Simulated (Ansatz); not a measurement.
BeO in space group P6_3mc (No. 186; Be on 2a, Be on 2b, O on 2a, O on 2b), the program Ansatz at the PBE level (PAW). The conduction-band minimum lies at Γ, with 1 equivalent valley. Second derivatives d²E/dk² of the lowest band at one valley (eV·Å²), along Cartesian directions:

| direction | d²E/dk² |
|---|---|
| [100] | 13.11 |
| [010] | 13.11 |
| [001] | 13.87 |
| [110] | 13.11 |
| [101] | 13.49 |
| [011] | 13.49 |

Task: Find the principal effective masses, the density-of-states mass and the conductivity mass.

Result: Off-diagonal terms follow from H_xy = H[110] − (H_xx + H_yy)/2, and m*/mₑ = 7.620 eV·Å² over each eigenvalue: 0.55, 0.58, 0.58. One valley's DOS mass (m₁m₂m₃)^(1/3) = 0.57, conductivity mass 3/(Σ 1/mᵢ) = 0.57 mₑ.

Task: What effective density of states Nc follows at 300 K for parabolic valleys?

Result: Nc = 2.509e19 × 1 × (0.57)^(3/2) ≈ 1.1e19 cm⁻³.

Task: With the computed static dielectric constant 7.30 (mean of the diagonal), estimate a hydrogenic donor's binding energy and radius.

Result: E = 13.606 eV × 0.57/7.30² ≈ 150 meV; a = 0.529 Å × ε/m* ≈ 6.8 Å. Semilocal masses tend to be too small where the gap is.

The cell is a constructed one: a structure type filled with these elements. Its sites differ from those of the usual phase in this space group: another stacking or structure type. The cell was relaxed with PBE under the symmetry of its start; phonons on a q-mesh show no instability.

Potentials: the later of the program's two PAW sets.
